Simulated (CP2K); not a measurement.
Runs of CP2K 2026.2 on Co. The structure is hexagonal, space group P6_3/mmc (No. 194). The conventional cell has a = 2.472 Å, b = 2.472 Å, c = 4.021 Å, α = 90.00°, β = 90.00°, γ = 120.00°. Co (site symmetry -6m2) is surrounded by 12 Co at 2.47 Å. 

```csv
task,level,potentials or basis,cell,k mesh,smearing,EPS_DEFAULT,MIXING METHOD,MIXING ALPHA,NBUFFER,NGRIDS,gap on the mesh (eV),pressure (GPa),moment (μB)
relaxation of cell and atoms,PBE,POTENTIAL_UZH Co GTH-PBE-q17; TZVP-MOLOPT-PBE-GTH basis,relaxed,9 × 9 × 5,fermi-dirac 0.0259 eV,1.0E-9,BROYDEN_MIXING,0.2,10,4,none,0.0,(b)
band structure,PBEsol,POTENTIAL_UZH Co GTH-PBE-q17; TZVP-MOLOPT-PBE-GTH basis,as given,12 × 12 × 7,fermi-dirac 0.01 eV,1.0E-9,PULAY_MIXING,0.4,6,5,none,-3.9,3.34
band structure,r2SCAN,POTENTIAL_UZH Co GTH-SCAN-q17; TZVP-MOLOPT-SCAN-GTH basis,as given,12 × 12 × 7,fermi-dirac 0.0259 eV,1.0E-9,PULAY_MIXING,0.4,6,4,none,2.7,3.61
band structure,PBEsol,POTENTIAL_UZH Co GTH-PBE-q17; TZVP-MOLOPT-PBE-GTH basis,as given,12 × 12 × 7,fermi-dirac 0.0259 eV,1.0E-9,PULAY_MIXING,0.4,6,4,none,-3.9,3.33
band structure,LDA,GTH_POTENTIALS Co GTH-PADE-q17; TZVP-MOLOPT-PBE-GTH basis,as given,12 × 12 × 7,fermi-dirac 0.01 eV,1.0E-10,PULAY_MIXING,0.4,6,4,none,(c),3.30
band structure,PBE,POTENTIAL_UZH Co GTH-PBE-q17; TZVP-MOLOPT-PBE-GTH basis,as given,12 × 12 × 7,fermi-dirac 0.01 eV,1.0E-9,PULAY_MIXING,0.4,6,5,none,6.7,3.34
band structure,LDA,GTH_POTENTIALS Co GTH-PADE-q17; TZVP-MOLOPT-PBE-GTH basis,as given,12 × 12 × 7,fermi-dirac 0.05 eV,1.0E-10,PULAY_MIXING,0.4,6,4,none,-14.2,3.29
single point,PBEsol,POTENTIAL_UZH Co GTH-PBE-q17; TZVP-MOLOPT-PBE-GTH basis,as given,12 × 12 × 7,fermi-dirac 0.05 eV,1.0E-10,PULAY_MIXING,0.4,6,4,none,(a),3.32
single point,PBE,POTENTIAL_UZH Co GTH-PBE-q17; TZVP-MOLOPT-PBE-GTH basis,as given,12 × 12 × 7,fermi-dirac 0.05 eV,1.0E-10,BROYDEN_MIXING,0.2,10,4,none,6.5,3.32
```

Alike in all rows: spin collinear, ferromagnetic start.

Q: Estimate the missing entries.

A: (a) -4.0; (b) 3.16; (c) -14.3.

Caveats: the basis of atomic orbitals isn't converged, which shifts pressures, moduli and gaps; the potentials were made for another functional, which shifts forces and pressure (some runs); the printed path begins after the first move (some runs).

A k mesh can miss the band edges.

A gap of «none» marks a metal or a gap under the smearing width.

Not every run made on this cell is shown here.
